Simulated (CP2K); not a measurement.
## HgTe (Coloradoite) under changes of volume

One of the cells (33.215 Å³/atom); the others are scaled copies at fixed shape and fractional positions:

```
CELL_PARAMETERS angstrom
4.54599 0.00000 0.00000
2.27299 3.93694 0.00000
2.27299 1.31231 3.71178
ATOMIC_POSITIONS crystal
Hg 0.00000 0.00000 0.00000
Te 0.75000 0.75000 0.75000
```

* Program: CP2K 2026.2
* Functional: PBEsol
* Potentials or basis: POTENTIAL_UZH Hg GTH-PBE-q12, Te GTH-PBE-q6; TZVP-MOLOPT-PBE-GTH basis
* Density cutoff: 6123 eV
* k mesh: 7 × 7 × 7
* Occupations: fermi-dirac, width 0.05 eV
* Spin: no spin polarisation

```tsv
volume (Å³/atom)	energy over the lowest point (meV/atom)	pressure (GPa)
31.223	89.44	7.5
31.887	61.52	6.0
32.551	39.61	4.6
33.215	?	?
33.880	11.27	2.3
34.544	3.74	1.3
35.208	0.00	0.5
```

Q: What does the run at 33.215 Å³/atom give?

A: Energy over the lowest point 23.05 meV/atom; pressure 3.4 GPa.

Worked out: A Birch-Murnaghan fit of order 3 (a polynomial in V^(-2/3)) to the other rows has its minimum at 35.61 Å³/atom, just outside them, with B0 = V·E''(V) = 41 GPa and B' = 5.2. It gives 23.06 meV/atom at 33.215 Å³/atom, against the run's 23.05, and -dE/dV = 3.4 GPa, against 3.4.

Energies are extrapolated to zero smearing.

Caveats: the potentials were made for another functional, which shifts forces and pressure; the basis of atomic orbitals isn't converged, which shifts pressures, moduli and gaps.
